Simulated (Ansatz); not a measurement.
Te2Mo:

```
CELL_PARAMETERS angstrom
3.51820 0.00000 0.00000
-1.75910 3.04685 0.00000
0.00000 0.00000 13.97360
ATOMIC_POSITIONS crystal
Te 0.66667 0.33333 0.37900
Te 0.33333 0.66667 0.87900
Te 0.66667 0.33333 0.12100
Te 0.33333 0.66667 0.62100
Mo 0.66667 0.33333 0.75000
Mo 0.33333 0.66667 0.25000
```

| Property | Result |
| --- | --- |
| Program | Ansatz 0.2.0 |
| Task | relaxation of cell and atoms |
| Functional | PBE |
| Potentials or basis | Ansatz PAW |
| Cutoff | 420 eV (not typed: the program's choice for these potentials) |
| k mesh | 9 × 9 × 2 |
| Occupations | fermi-dirac, width 0.05 eV |
| Spin | no spin polarisation |

At the start: volume 24.96 Å³/atom.

Problem. How do energy, volume and symmetry change on relaxing?

Solution. It ends after 7 steps and the volume is 27.78 Å³/atom (+11.3 %); space group P6_3/mmc (No. 194, to 0.05 Å).

Step by step:
```csv
step,energy change (eV),largest force (eV/Å),volume (Å³)
1,0.0000,0.1747,149.79
2,-0.0620,0.0646,156.79
3,-0.0772,0.0047,160.49
4,-0.0836,0.0191,163.57
5,-0.0851,0.0007,166.03
6,-0.0851,0.0009,166.69
7,-0.0886,0.0004,166.69
```

Final structure:
```
CELL_PARAMETERS angstrom
3.55693 0.00000 0.00000
-1.77846 3.08039 0.00000
0.00000 0.00000 15.21357
ATOMIC_POSITIONS crystal
Te 0.66667 0.33333 0.36883
Te 0.33333 0.66667 0.86883
Te 0.66667 0.33333 0.13117
Te 0.33333 0.66667 0.63117
Mo 0.66667 0.33333 0.75000
Mo 0.33333 0.66667 0.25000
```

Caveat: the plane-wave basis is chosen anew once the cell has moved, so the energies of steps on either side of that aren't comparable; this functional lacks dispersion, which binds the layers, so the pressure and a relaxed spacing across them are unreliable.
